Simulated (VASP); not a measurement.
# PtSe2 (C2/m) in VASP: notebook, part 2 of 2

VASP 6.6.1.

**3. Single point, PBEsol+U, collinear spin, ferromagnetic start**

INCAR

```
  ALGO = Normal
  EDIFF = 1E-7
  ENCUT = 520
  GGA = PS
  ISIF = 2
  ISMEAR = 0
  ISPIN = 2
  LASPH = True
  LCHARG = False
  LDAU = True
  LDAUJ = 0 0
  LDAUL = 2 -1
  LDAUPRINT = 1
  LDAUTYPE = 2
  LDAUU = 6 0
  LMAXMIX = 4
  LORBIT = 11
  LREAL = False
  LWAVE = False
  MAGMOM = 0.5 0 0
  NBANDS = 22
  NELM = 80
  PREC = Accurate
  SIGMA = 0.05
```

KPOINTS

```
k-points
0
Gamma
  6 6 4
```

POSCAR

```
PtSe2
1.0
    3.2802082100     -2.0108328800      0.0000000000
    3.2802082100      2.0108328800      0.0000000000
   -0.0032294100      0.0000000000      4.6257814300
Pt Se
1 2
Direct
    0.0000000000      0.0000000000      0.0000000000
    0.6879000000      0.6879000000      0.2889000000
    0.3121000000      0.3121000000      0.7111000000
```

Potentials or basis: VASP PAW PBE potentials, release 64 (Pt, Se).

On the command line:

```sh
$ cat potpaw_PBE.64/Pt/POTCAR potpaw_PBE.64/Se/POTCAR > POTCAR
$ mpirun -np 1 vasp_std > vasp.out
```

OUTCAR:

```text
EDIFF = 1E-7
   ENCUT = 520
   GGA = PS
   ISIF = 2
   ISMEAR = 0
   ISPIN = 2
   LASPH = True
   LORBIT = 11
   LREAL = False
   NELM = 80
   PREC = Accurate

 ion  position               nearest neighbor table
   1  0.000  0.000  0.000-   2 2.45   3 2.45   2 2.71   2 2.71   3 2.71   3 2.71
   2  0.688  0.688  0.289-   1 2.45   1 2.71   1 2.71
   3  0.312  0.312  0.711-   1 2.45   1 2.71   1 2.71

  LATTYP: Found a base centered monoclinic cell.
 ALAT       =     6.5604164200
 B/A-ratio  =     0.6130198912
 C/A-ratio  =     0.7051050210
 COS(beta)  =    -0.0006981327

  Lattice vectors:

 A1 = (   3.2802082100,  -2.0108328800,   0.0000000000)
 A2 = (   3.2802082100,   2.0108328800,   0.0000000000)
 A3 = (  -0.0032294100,   0.0000000000,   4.6257814300)

Analysis of symmetry for initial positions (statically):
=====================================================================
 Subroutine PRICEL returns:
 Original cell was already a primitive cell.

 Routine SETGRP: Setting up the symmetry group for a
 base centered monoclinic supercell.

 Subroutine GETGRP returns: Found  4 space group operations
 (whereof  4 operations were pure point group operations)
 out of a pool of  4 trial point group operations.

The static configuration has the point symmetry C_2h.

Analysis of symmetry for dynamics (positions and initial velocities):
=====================================================================
 Subroutine PRICEL returns:
 Original cell was already a primitive cell.

 Routine SETGRP: Setting up the symmetry group for a
 base centered monoclinic supercell.

 Subroutine GETGRP returns: Found  4 space group operations
 (whereof  4 operations were pure point group operations)
[... 203 lines left out ...]
  o =  0.9392  v =  0.0000  0.0000 -0.7243 -0.4386 -0.5320  0.0000  0.0000  0.0000  0.0000  0.0000      0.0000  0.0000  0.0000  0.0000  0.0000  0.0000  0.0000  0.0000  0.0000  0.0000

 number of electron      22.0000000 magnetization       0.0000795

 Free energy of the ion-electron system (eV)
  ---------------------------------------------------
  ext. energy  EPLUGINS =         0.00000000
  ---------------------------------------------------
  free energy    TOTEN  =       -11.55048392 eV

  energy without entropy =      -11.54857947  energy(sigma->0) =      -11.54953170

 E-fermi :   5.6531     XC(G=0): -10.8763

 val. band max:        5.6491522012   @ k =   0.5000   0.0000   0.5000
 cond. band min:       5.6576734822   @ k =  -0.3333   0.3333   0.0000
 fundamental gap:      0.0085212809
 Fermi energy:         5.6530842377

 spin component 1

 k-point     1 :       0.0000    0.0000    0.0000
  band No.  band energies     occupation
      1      -9.4581      1.00000
      2      -6.1551      1.00000
      3      -1.1334      1.00000
      4      -0.3403      1.00000
      5      -0.0083      1.00000
      6       1.3367      1.00000
[... 1193 lines left out ...]
     21      18.0667      0.00000
     22      19.6924      0.00000

 [... further k-points ...]

------------------------ aborting loop because EDIFF is reached ----------------------------------------

  FORCE on cell =-STRESS in cart. coord.  units (eV):
  Direction    XX          YY          ZZ          XY          YZ          ZX
  --------------------------------------------------------------------------------------
  -------------------------------------------------------------------------------------
  Total       -2.7402513     -6.0307144     -2.6285229      0.0000000      0.0000000     -1.7009392
  in kB      -71.9463037   -158.3386182    -69.0128341      0.0000000      0.0000000    -44.6587828
  external PRESSURE =     -99.7659186 kB  Pullay stress =       0.0000000 kB

 VOLUME and BASIS-vectors are now :
 -----------------------------------------------------------------------------
  energy-cutoff  :      520.00
  volume of cell :       61.02
      direct lattice vectors                 reciprocal lattice vectors
     3.280208210 -2.010832880  0.000000000     0.152429348 -0.248653185  0.000106416
     3.280208210  2.010832880  0.000000000     0.152429348  0.248653185  0.000106416
    -0.003229410  0.000000000  4.625781430     0.000000000  0.000000000  0.216179691

 POSITION                                       TOTAL-FORCE (eV/Angst)
 -----------------------------------------------------------------------------------
      0.00000      0.00000      0.00000        -0.000000      0.000000      0.000000
      4.51198      0.00000      1.33639        -0.423706      0.000000     -0.951103
      2.04521      0.00000      3.28939         0.423706      0.000000      0.951103
 -----------------------------------------------------------------------------------
    total drift:                                0.000000      0.000000      0.000000

  FREE ENERGIE OF THE ION-ELECTRON SYSTEM (eV)
  ---------------------------------------------------
  free  energy   TOTEN  =       -11.5504839218 eV

  energy  without entropy=      -11.5485794739  energy(sigma->0) =      -11.54953170

 total charge

# of ion       s       p       d       tot
------------------------------------------
    1        0.588   0.497   8.560   9.645
    2        1.500   2.123   0.060   3.684
    3        1.500   2.123   0.060   3.684
--------------------------------------------------
tot          3.588   4.744   8.680  17.013

 magnetization (x)

# of ion       s       p       d       tot
------------------------------------------
    1        0.000  -0.000   0.000   0.000
    2        0.000  -0.000   0.000  -0.000
    3        0.000  -0.000   0.000  -0.000
--------------------------------------------------
tot          0.000  -0.000   0.000   0.000
```

OSZICAR:

```text
N       E                     dE             d eps       ncg     rms          rms(c)
DAV:   1     0.109393851626E+03    0.10939E+03   -0.96002E+03  4184   0.858E+02
DAV:   2    -0.658298164919E+01   -0.11598E+03   -0.11072E+03  4894   0.186E+02
DAV:   3    -0.114412194693E+02   -0.48582E+01   -0.48102E+01  5080   0.366E+01
DAV:   4    -0.114732865661E+02   -0.32067E-01   -0.32062E-01  4634   0.333E+00
DAV:   5    -0.114736447015E+02   -0.35814E-03   -0.35813E-03  5124   0.357E-01    0.136E+01
DAV:   6    -0.114857393687E+02   -0.12095E-01   -0.31195E-01  4526   0.413E+00    0.691E+00
DAV:   7    -0.115301876946E+02   -0.44448E-01   -0.16211E-01  4514   0.272E+00    0.273E+00
DAV:   8    -0.115411651975E+02   -0.10978E-01   -0.47260E-02  4718   0.177E+00    0.559E-01
DAV:   9    -0.115460857929E+02   -0.49206E-02   -0.76572E-03  4832   0.605E-01    0.401E-01
DAV:  10    -0.115496725189E+02   -0.35867E-02   -0.50906E-03  4568   0.482E-01    0.215E-01
DAV:  11    -0.115502424673E+02   -0.56995E-03   -0.75318E-04  4852   0.210E-01    0.121E-01
DAV:  12    -0.115504477884E+02   -0.20532E-03   -0.35615E-04  4582   0.134E-01    0.400E-02
DAV:  13    -0.115504760411E+02   -0.28253E-04   -0.65701E-05  4932   0.583E-02    0.184E-02
DAV:  14    -0.115504805150E+02   -0.44740E-05   -0.75067E-06  4716   0.175E-02    0.109E-02
DAV:  15    -0.115504832490E+02   -0.27340E-05   -0.57705E-06  4706   0.144E-02    0.509E-03
DAV:  16    -0.115504837148E+02   -0.46574E-06   -0.73972E-07  4772   0.530E-03    0.263E-03
DAV:  17    -0.115504838930E+02   -0.17822E-06   -0.29258E-07  4078   0.329E-03    0.117E-03
DAV:  18    -0.115504839218E+02   -0.28805E-07   -0.11433E-07  2704   0.202E-03
   1 F= -.11550484E+02 E0= -.11549532E+02  d E =-.190445E-02  mag=     0.0001
```

Wall time 2.2 min (1 thread of Intel Xeon Platinum 8375C at 2.90GHz (Ice Lake), shared host); peak memory 0.26 GiB.

Results:

* Free energy: -11.5505 eV
* Pressure: -10.0 GPa
* Largest force: 1.041 eV/Å
* Band gap on the k mesh: none (metal or under the smearing width)
* Net moment: 0.00 μB per cell
* Valence electrons inside the program's atomic spheres: Pt 9.64; Se 3.68

Forces in eV/Å, atoms in the order of the input:
```
Pt   0.000  0.000  0.000
Se  -0.424  0.000 -0.951
Se   0.424  0.000  0.951
```

Stress tensor (GPa, compression positive):
```
 -7.19   0.00  -4.47
  0.00 -15.83   0.00
 -4.47   0.00  -6.90
```

Levels at points of the mesh, in eV from the Fermi level:
Spin up:
| k point | band 8 | band 9 | band 10 | band 11 | band 12 | band 13 | band 14 | band 15 |
| --- | --- | --- | --- | --- | --- | --- | --- | --- |
| (0.00, 0.00, 0.00) | -2.79 | -0.94 | -0.20 | -0.10 | 0.78 | 1.00 | 3.92 | 4.03 |
| (0.50, 0.00, 0.00) | -3.52 | -3.27 | -2.91 | -2.37 | 0.02 | 2.66 | 5.72 | 7.03 |
| (0.50, 0.50, 0.00) | -3.93 | -3.61 | -2.77 | -2.18 | 1.01 | 2.26 | 5.05 | 6.09 |
| (0.00, 0.00, 0.50) | -2.41 | -2.12 | -2.01 | -1.45 | 2.08 | 2.34 | 5.50 | 6.76 |
| (0.50, 0.00, 0.50) | -3.55 | -3.35 | -1.69 | 0.00 | 0.16 | 1.81 | 5.04 | 5.08 |
| (0.50, 0.50, 0.50) | -4.05 | -3.26 | -1.84 | -1.33 | -0.48 | 1.11 | 6.10 | 6.23 |
Spin down:
```tsv
k point	band 8	band 9	band 10	band 11	band 12	band 13	band 14	band 15
(0.00, 0.00, 0.00)	-2.79	-0.94	-0.20	-0.10	0.78	1.00	3.92	4.03
(0.50, 0.00, 0.00)	-3.52	-3.27	-2.91	-2.37	0.02	2.66	5.72	7.03
(0.50, 0.50, 0.00)	-3.93	-3.61	-2.77	-2.18	1.01	2.26	5.05	6.09
(0.00, 0.00, 0.50)	-2.41	-2.12	-2.01	-1.45	2.08	2.34	5.50	6.76
(0.50, 0.00, 0.50)	-3.55	-3.35	-1.69	0.00	0.16	1.81	5.04	5.08
(0.50, 0.50, 0.50)	-4.05	-3.26	-1.84	-1.33	-0.48	1.11	6.10	6.23
```

Eigenvalues of the final occupation matrices:
```tsv
site	spin	trace	eigenvalues
site 1 d	1	4.31	0.71 0.79 0.94 0.94 0.94
site 1 d	2	4.31	0.71 0.79 0.94 0.94 0.94
```

Caveat: the PAW data sets were made with another functional, which shifts forces and pressure a little.
